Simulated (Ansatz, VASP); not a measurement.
## One calculation of BN, two programs

```xyz
2
Lattice="0.0000 1.8130 1.8130 1.8130 0.0000 1.8130 1.8130 1.8130 0.0000" Properties=species:S:1:pos:R:3 pbc="T T T"
N     0.9065    0.9065    0.9065
B     0.0000    0.0000    0.0000
```

The cell is a database's computed one.

Alike in both runs: task relaxation of cell and atoms; functional revPBE; k mesh 13 × 13 × 13; occupations fermi-dirac, width 0.05 eV; no spin polarisation.

|  | VASP | Ansatz |
| --- | --- | --- |
| version | VASP 6.6.1 | Ansatz 0.2.0 |
| potentials or method | VASP PAW PBE potentials, release 64 (N, B) | Ansatz PAW |
| plane-wave cutoff (eV) | 600 | 420 |
| valence electrons in the cell | 8 | 8 |

```tsv
	VASP	Ansatz	Ansatz less VASP
gap on the k mesh at the Fermi level, each at its own relaxed structure (eV)	4.53	4.54	+0.015
relaxed volume (Å³/atom)	6.02	6.02	0.000
relaxed cell length with the largest relative difference (Å)	2.573	2.573	0.0000
```

Caveats: the PAW data sets were made with another functional, which shifts forces and pressure a little (VASP); an odd mesh through Γ misses points on the zone boundary, where band edges often lie (VASP); odd divisions of the mesh miss points on the zone boundary, where band edges often lie, so the gap on the mesh can be too wide (Ansatz); the plane-wave basis is chosen anew once the cell has moved, so the energies of steps on either side of that aren't comparable (Ansatz); the pressure holds a Pulay correction of +1.0 GPa for the finite cutoff (Ansatz); the PAW data sets come from PBE, with cores solved anew for the run's functional, which leaves a small shift of forces and pressure (Ansatz).
